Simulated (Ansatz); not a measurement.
**What strain does to BN (zincblende)**

BN built on the zincblende prototype, relaxed with r2SCAN in the plane-wave code Ansatz. The symmetry is F-43m (No. 216, cubic); a = 3.610 Å in the conventional setting, 5.88 Å³ an atom. B is surrounded by 4 N at 1.56 Å; N is surrounded by 4 B at 1.56 Å.

The axes x, y and z are those of this cell:
```yaml
crystal:
  lattice:
    - [0.00000, 1.80483, 1.80483]
    - [1.80483, 0.00000, 1.80483]
    - [1.80483, 1.80483, 0.00000]
  atoms:
    - { symbol: B, position: [0.00000, 0.00000, 0.00000] }
    - { symbol: N, position: [0.25000, 0.25000, 0.25000] }
```

Unstrained: The PBE gap is indirect, 4.477 eV (Γ to X), below the direct gap of 8.852 eV at Γ. The r2SCAN gap is indirect, 5.003 eV (Γ to X), below the direct gap of 9.587 eV at Γ. With HSE06 the valence top lies at Γ and the conduction bottom at X, 5.794 eV higher; the smallest vertical gap, at Γ, is 10.592 eV. Meshes: PBE 12×12×12, r2SCAN 12×12×12, HSE06 8×8×8. Strains are changes of length per length. After each strain the atoms were relaxed again with r2SCAN within the symmetry that the strain leaves, so tilts or polar shifts that break it weren't tested; points keep the names that they have in the unstrained zone. Calculated for a static, non-magnetic cell.

Changes of the least gap in eV (an overlap counts as a negative gap):

| strain | volume change (%) | space group | PBE | r2SCAN | HSE06 | G0W0@PBE (mesh) | energy rise, r2SCAN (meV/atom) |
| --- | --- | --- | --- | --- | --- | --- | --- |
| uniaxial -0.5 % along [111] | -0.5 | R3m | -0.008 | -0.007 | -0.004 | -0.01 | 0.5 |
| epitaxial +4.0 % in the xy plane, free normal strain -1.74 % | +6.3 | I-4m2 | -0.978 | -1.009 | -1.016 | -1.05 | 50.0 |
| isotropic +3.0 % on every length | +9.3 | F-43m | -0.103 | -0.121 | -0.126 | -0.16 | 53.7 |
| uniaxial +2.5 % along z | +2.5 | I-4m2 | -0.247 | -0.257 | -0.258 | -0.27 | 9.2 |
| epitaxial -2.5 % in the plane normal to [111], free normal strain +0.40 % | -4.6 | R3m | -0.042 | -0.032 | -0.022 | -0.02 | 26.5 |

Unstrained, G0W0@PBE with 49 empty bands, a screening cutoff of 150 eV and a 6×6×6 mesh gives 6.01 eV on its mesh; the band count follows the volume. The G0W0 figures hold for the stated bands, cutoff and mesh and aren't extrapolated.

Uniaxial -0.5 % along [111], other directions held. HSE06: the gap goes from 5.794 to 5.790 eV (-0.004 eV); with r2SCAN the top three valence levels at Γ, degenerate before, become 1+2 from the top over 20 meV. Stress change with r2SCAN, compression positive: xx +2.00, yy +2.00, zz +2.00, xy +1.59, xz +1.59, yz +1.59 GPa.

Epitaxial +4.0 % in the xy plane, free normal strain -1.74 %. HSE06: the gap goes from 5.794 to 4.778 eV (-1.016 eV); with r2SCAN the top three valence levels at Γ, degenerate before, become 1+2 from the top over 500 meV. Stress change with r2SCAN, compression positive: xx -32.01, yy -32.01, zz -0.04 GPa.

Isotropic +3.0 % on every length. HSE06: the gap goes from 5.794 to 5.668 eV (-0.126 eV). Stress change with r2SCAN, compression positive: xx -29.54, yy -29.54, zz -29.54 GPa. For HSE06, dE_g/d ln V = -1.4 eV over this step.

Uniaxial +2.5 % along z, other directions held. HSE06: the gap goes from 5.794 to 5.536 eV (-0.258 eV); the X points, equivalent before, split by 430 meV, and the conduction bottom lies at those like (0, 1/2, 1/2); with r2SCAN the top three valence levels at Γ, degenerate before, become 2+1 from the top over 256 meV. Stress change with r2SCAN, compression positive: xx -3.87, yy -3.87, zz -20.03 GPa.

Epitaxial -2.5 % in the plane normal to [111], free normal strain +0.40 %. HSE06: the gap goes from 5.794 to 5.772 eV (-0.022 eV); with r2SCAN the top three valence levels at Γ, degenerate before, become 2+1 from the top over 200 meV. Stress change with r2SCAN, compression positive: xx +20.30, yy +20.30, zz +20.30, xy -10.16, xz -10.16, yz -10.16 GPa.

The meshes of the hybrids are coarse, so their gaps aren't converged to the digits shown.

The splittings at Γ are without spin-orbit coupling, which regroups them where it is of like size or larger.
